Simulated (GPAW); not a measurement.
Runs of GPAW 26.7.0 on Sb. The structure is tetragonal, space group I4/mmm (No. 139). The conventional cell has a = 3.153 Å, b = 3.153 Å, c = 5.424 Å, α = 90.00°, β = 90.00°, γ = 90.00°. Around Sb (site symmetry 4/mmm) lie 12 Sb at 3.15 to 3.51 Å. This isn't the form of Sb at room conditions, which is rhombohedral.

```tsv
task	level	potentials or basis	cell	k mesh	cutoff (eV)	smearing	maxiter	optimizer	fmax	max steps	convergence	mesh quality	gap on the mesh (eV)	pressure (GPa)	V0 of scaled cells (Å³/atom)	relaxed volume (Å³/atom)	B0 (GPa)
relaxation of cell and atoms	PBEsol+D4	PAW data sets generated in the run's folder for this functional, pw	relaxed	9 × 9 × 9	600	fermi-dirac 0.05 eV	150	BFGS	0.02 eV/Å	60	density=1e-05 forces=0.0001	not flagged	none	0.0	-	25.62	-
equation of state	PBEsol	PAW data sets generated in the run's folder for this functional, pw	as given	12 × 12 × 12	600	fermi-dirac 0.05 eV	150	-	-	-	-	not flagged	-	-	26.32	-	68
single point	PBEsol	PAW data sets generated in the run's folder for this functional, pw	as given	12 × 12 × 12	600	gaussian 0.05 eV	150	-	-	-	-	not flagged	none	-1.6	-	-	-
hybrid scf	r2SCAN50+D4	GPAW PAW data sets (gpaw-data 1.2.1), pw	as given	3 × 3 × 3	450	fermi-dirac 0.05 eV	40	-	-	-	-	coarse	none	-	-	-	-
relaxation of cell and atoms	PBEsol+D3	PAW data sets generated in the run's folder for this functional, pw	relaxed	9 × 9 × 9	600	fermi-dirac 0.05 eV	150	BFGS	0.02 eV/Å	60	density=1e-05 forces=0.0001	not flagged	none	0.0	-	(b)	-
single point	LDA	the program's PAW data sets (release 1.2.1) made for this functional, pw	as given	10 × 10 × 10	450	fermi-dirac 0.05 eV	120	-	-	-	default	not flagged	none	-4.5	-	-	-
equation of state	LDA	the program's PAW data sets (release 1.2.1) made for this functional, pw	as given	10 × 10 × 10	600	fermi-dirac 0.05 eV	150	-	-	-	-	not flagged	-	-	25.90	-	(a)
relaxation of cell and atoms	PBEsol+D3(BJ)+ATM	PAW data sets generated in the run's folder for this functional, pw	relaxed	9 × 9 × 9	600	fermi-dirac 0.05 eV	150	BFGS	0.02 eV/Å	60	density=1e-05 forces=0.0001	not flagged	none	-0.1	-	25.06	-
```

Alike in all rows: no spin polarisation.

**Question.** Estimate the missing entries.

**Answer.** (a) 69; (b) 25.87.

Caveats: some runs use coarse meshes; pairwise dispersion overbinds metals, which lowers pressure and volume (some runs); later steps reuse the first step's grids (some runs); the cell was scaled at fixed shape and fractional positions, which overstates the stiffness of a crystal with free parameters, most of all of layers and chains (some runs); exact exchange converges slowly with the k mesh, and this mesh is small (some runs); the scaled meta-GGA exchange is a class typed in the script (some runs); the PAW data sets were made with another functional, which shifts forces and pressure a little (some runs); the cutoff is short for stress and forces, so pressures can be off by a GPa or more (some runs).

A k mesh can miss the band edges, and the runs leave out spin-orbit coupling on Sb.

A gap of «none» marks a metal or a gap under the smearing width.

Not every run made on this cell is shown here.
